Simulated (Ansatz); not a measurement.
# TaN: stress in a strained cell

Aim: deform TaN (zz strain of -2 %) and compute stress, forces and field gradients with LAPW, PAW and all-electron datasets made for the crystal.

Program: Ansatz 0.2.0. Level of theory: DFT PBE, scalar-relativistic. These are calculated values, not measurements.

## Step 1: The starting structure

It takes space group P6/mmm (No. 191, hexagonal). Conventional cell: a = 5.185 Å, b = 5.185 Å, c = 2.908 Å, α = 90.00°, β = 90.00°, γ = 120.00°. Around Ta (site symmetry 6/mmm) lie 6 N at 2.59 Å and 2 Ta at 2.91 Å. Ta (site symmetry -6m2) has 6 N at 2.09 Å as nearest neighbours. Around N (site symmetry mmm) lie 6 Ta at 2.09 to 2.59 Å.

As a file:

```cif
data_structure
_symmetry_space_group_name_H-M 'P6/mmm'
_symmetry_Int_Tables_number 191
_cell_length_a 5.1850
_cell_length_b 5.1850
_cell_length_c 2.9080
_cell_angle_alpha 90.000
_cell_angle_beta 90.000
_cell_angle_gamma 120.000
_cell_volume 67.71
loop_
_atom_site_label
_atom_site_type_symbol
_atom_site_symmetry_multiplicity
_atom_site_Wyckoff_symbol
_atom_site_fract_x
_atom_site_fract_y
_atom_site_fract_z
_atom_site_occupancy
Ta1 Ta 1 a 0.00000 0.00000 0.00000 1
Ta2 Ta 2 d 0.33333 0.66667 0.50000 1
N1 N 3 f 0.50000 0.00000 0.00000 1
```

The file gives the conventional cell by its symmetry; the runs use the cell typed in the input.

Atoms are numbered in the order of the input: Ta1, Ta2, Ta3, N4, N5, N6.

## Step 2: After the deformation

Space group P6/mmm before, P6/mmm after.

## Step 3: LAPW, all electrons

Input file input.yaml:

```yaml
crystal:
  lattice:
    - [5.1849992558, 0.0, 0.0]
    - [-2.5924996279, 4.4903410741, 0.0]
    - [0.0, 0.0, 2.84984]
  atoms:
    - { symbol: Ta, position: [0.0, 0.0, 0.0] }
    - { symbol: Ta, position: [0.3333333333, 0.6666666667, 0.5] }
    - { symbol: Ta, position: [0.6666666667, 0.3333333333, 0.5] }
    - { symbol: "N", position: [0.5, 0.0, 0.0] }
    - { symbol: "N", position: [0.5, 0.5, 0.0] }
    - { symbol: "N", position: [0.0, 0.5, 0.0] }
kpoints:
  mp_grid: { grid: [5, 5, 8] }
  band_path:
    path:
      - [0.0, 0.0, 0.0]
      - [0.5, 0.0, 0.0]
      - [0.3333333333, 0.3333333333, 0.0]
      - [0.0, 0.0, 0.0]
      - [0.0, 0.0, 0.5]
      - [0.5, 0.0, 0.5]
      - [0.3333333333, 0.3333333333, 0.5]
      - [0.0, 0.0, 0.5]
      - [0.5, 0.0, 0.5]
    npoints: 5
scf:
  occupations: { method: fermi_dirac, width: 0.03 }
hamiltonian:
  xc: pbe
  pseudopotentials: { kind: all_electron, lapw: { basis_error: 0.0005 } }
output:
  forces: true
  stress: true
  eigenvalues: true
```

Launch:

```
ansatz run input.yaml --threads 2 --pin off --max-ram 6144MiB --backend cpu --events-out ev --progress --plain --runs-dir out
```

## Step 4: PAW on the default files

Input file input.yaml:

```yaml
crystal:
  lattice:
    - [5.1849992558, 0.0, 0.0]
    - [-2.5924996279, 4.4903410741, 0.0]
    - [0.0, 0.0, 2.84984]
  atoms:
    - { symbol: Ta, position: [0.0, 0.0, 0.0] }
    - { symbol: Ta, position: [0.3333333333, 0.6666666667, 0.5] }
    - { symbol: Ta, position: [0.6666666667, 0.3333333333, 0.5] }
    - { symbol: "N", position: [0.5, 0.0, 0.0] }
    - { symbol: "N", position: [0.5, 0.5, 0.0] }
    - { symbol: "N", position: [0.0, 0.5, 0.0] }
kpoints:
  mp_grid: { grid: [5, 5, 8] }
scf:
  occupations: { method: fermi_dirac, width: 0.03 }
hamiltonian:
  xc: pbe
  pseudopotentials: { kind: paw }
output:
  forces: true
  stress: true
  eigenvalues: true
  efg: { contact_densities: true }
```

## Step 5: Datasets made for this crystal

Changes to input.yaml since step 4:

```diff
@@ -18,3 +18,3 @@
   xc: pbe
-  pseudopotentials: { kind: paw }
+  pseudopotentials: { kind: all_electron, datasets: crystal }
 output:
```

(Steps that only read results are left out.)

Before running it: what results should come out? Wanted: pressure; largest shear or deviatoric stress.

The runs gave:

| quantity | value |
| --- | --- |
| pressure | LAPW 19.33, PAW 19.38, crystal datasets 19.33 GPa |
| largest shear or deviatoric stress (LAPW) | 8.34 GPa |

What this shows: The largest part of the stress beyond the pressure is 8.34 GPa in size, in the zz component; the atoms are carried along and not relaxed. No run of the undeformed cell stands beside it, so the pressure holds what the given cell had before the change. PAW: stress within 0.13 GPa of LAPW. Crystal datasets: stress within 0.01 GPa of LAPW. Spin-orbit coupling is left out, though the cell holds Ta; in elements this heavy it can shift bands and gaps by tenths of an eV.
